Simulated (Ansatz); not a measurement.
Here is an Ansatz 0.2.0 calculation.

input.yaml

```yaml
crystal:
  lattice:
    - [3.9855, 0.0, 0.0]
    - [0.0, 2.8369, 2.84515]
    - [0.0, -2.8369, 2.84515]
  atoms:
    - { symbol: Ba, position: [0.0, 0.0, 0.0] }
    - { symbol: Ti, position: [0.5, 0.5124, 0.5124] }
    - { symbol: O, position: [0.5, 0.99184, 0.50524] }
    - { symbol: O, position: [0.5, 0.50524, 0.99184] }
    - { symbol: O, position: [0.0, 0.4874, 0.4874] }
kpoints:
  mp_grid: { grid: [7, 7, 7] }
  band_path:
    path:
      - [0.0, 0.0, 0.0]
      - [0.0, 0.4985522663, -0.4985522663]
      - [0.0, 0.0, -0.5]
      - [-0.5, 0.0, -0.5]
      - [-0.5, 0.4985522663, -0.4985522663]
      - [-0.5, 0.0, 0.0]
      - [0.0, 0.0, 0.0]
      - [0.0, -0.5, -0.5]
    npoints: 10
scf:
  occupations: { method: fermi_dirac, width: 0.05 }
hamiltonian:
  xc: pbesol
  pseudopotentials: { kind: all_electron, lapw: { basis_error: 0.002 } }
output:
  forces: true
  stress: true
  eigenvalues: true
```

Potentials or basis: all-electron LAPW, scalar-relativistic.

Launch:

```bash
$ ansatz run input.yaml --threads 4 --pin off --max-ram 12288MiB --backend cpu --events-out ev --progress --plain --runs-dir out
```

Question: What does it give for the band gap along the path?

Answer: 1.86 eV, indirect (least direct gap 2.03 eV).

Question: Predict the largest force.

Answer: 0.290 eV/Å.

Question: Predict the pressure.

Answer: -3.9 GPa.

Question: Predict the band gap on the k mesh.

Answer: 1.94 eV, indirect (least direct gap 2.03 eV).

Forces in eV/Å, atoms in the order of the input:
```
Ba   0.000  0.000  0.156
Ti   0.000  0.000  0.214
O    0.000 -0.033 -0.288
O    0.000  0.033 -0.288
O    0.000  0.000  0.207
```

Caveat: spin-orbit coupling is left out, which moves the levels of the heavy elements.
